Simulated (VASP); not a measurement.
ZrSiO4 (Zircon), 12 atoms in the cell. It takes space group I4_1/amd (No. 141, tetragonal). The conventional cell has a = 6.607 Å, b = 6.607 Å, c = 5.982 Å, α = 90.00°, β = 90.00°, γ = 90.00°. Around Zr (site symmetry -4m2) lie 8 O at 2.13 to 2.27 Å. Around Si (site symmetry -4m2) lie 4 O at 1.62 Å. O (site symmetry m) is surrounded by 1 Si at 1.62 Å. 

```yaml
Program: VASP 6.6.1
Task: relaxation of cell and atoms
Functional: LDA
Potentials_or_basis: VASP PAW LDA potentials, release 64 (Zr_sv, Si, O)
Cutoff: 600 eV
k_mesh: 6 × 6 × 6
Occupations: gaussian, width 0.03 eV
Spin: no spin polarisation
Further_INCAR_settings: ALGO = Normal; EDIFF = 1e-06; IBRION = 2; EDIFFG = -0.01; NSW = 90; ISIF = 3
```

Potentials or basis: VASP PAW LDA potentials, release 64 (Zr_sv, Si, O).

Command:

```sh
$ cat potpaw_LDA.64/Zr_sv/POTCAR potpaw_LDA.64/Si/POTCAR potpaw_LDA.64/O/POTCAR > POTCAR
$ mpirun -np 4 vasp_std > vasp.out
```

Hardware: 4 MPI ranks on Intel(R) Xeon(R) Platinum 8488C (Sapphire Rapids) (shared host).

Q: How long does it take, and how much memory?

A: It took 5.5 min on 4 MPI ranks on Intel(R) Xeon(R) Platinum 8488C (Sapphire Rapids), with other jobs on the host, peak memory 0.39 GiB a rank. Counts: scf iterations 56, k points 30, ion steps 7.
